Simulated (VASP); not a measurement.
Set up this calculation in VASP 6.6.1, as the native input.

```
Task                   : single point
Functional             : PBE
Potentials or basis    : VASP PAW PBE potentials, release 64 (Zn, S)
Cutoff                 : 520 eV
k mesh                 : 9 × 9 × 6
Occupations            : gaussian, width 0.02 eV
Spin                   : no spin polarisation
Dipole correction      : no
Further INCAR settings : ALGO = Fast; EDIFF = 1e-06; NBANDS = 26
```

The structure of ZnS lies in POSCAR:

```
ZnS
1.0
    3.8109987816      0.0000000000      0.0000000000
   -1.9054993908      3.3004217586      0.0000000000
    0.0000000000      0.0000000000      6.2340000000
Zn S
2 2
Direct
    0.3923729743      0.6666666667      0.0000000000
    0.6666666667      0.3333333333      0.5000000000
    0.3333333333      0.6666666667      0.3850000000
    0.6666666667      0.3333333333      0.8850000000
```

The cell isn't the ideal one: one atom moved.

These files were run (other wordings do the same):

INCAR

```
SYSTEM = ZnS
  PREC = Accurate
  ENCUT = 520
  EDIFF = 1E-6
  ISMEAR = 0
  SIGMA = 0.02
  LREAL = .FALSE.
  LASPH = .TRUE.
  NELM = 100
  ALGO = Fast
  ISIF = 2
  LWAVE = .FALSE.
  LCHARG = .FALSE.
  GGA = PE
  NBANDS = 26
```

KPOINTS

```
regular mesh
0
G
  9 9 6
  0 0 0
```

Potentials or basis: VASP PAW PBE potentials, release 64 (Zn, S).

Command:

```bash
$ cat potpaw_PBE.64/Zn/POTCAR potpaw_PBE.64/S/POTCAR > POTCAR
$ mpirun -np 1 vasp_std > vasp.out
```

It gave:

| Item | Value |
| --- | --- |
| Pressure | 3.9 GPa |
| Largest force | 1.873 eV/Å |
| Band gap on the k mesh | 2.19 eV, direct |

Caveat: an odd mesh through Γ misses points on the zone boundary, where band edges often lie; forces of over 1 eV/Å show positions far from the minimum, so gaps and moduli don't describe the material at rest.

Run time: 5.4 min on 1 thread of Intel(R) Xeon(R) Platinum 8488C (Sapphire Rapids), on a shared host, peak memory 0.49 GiB.
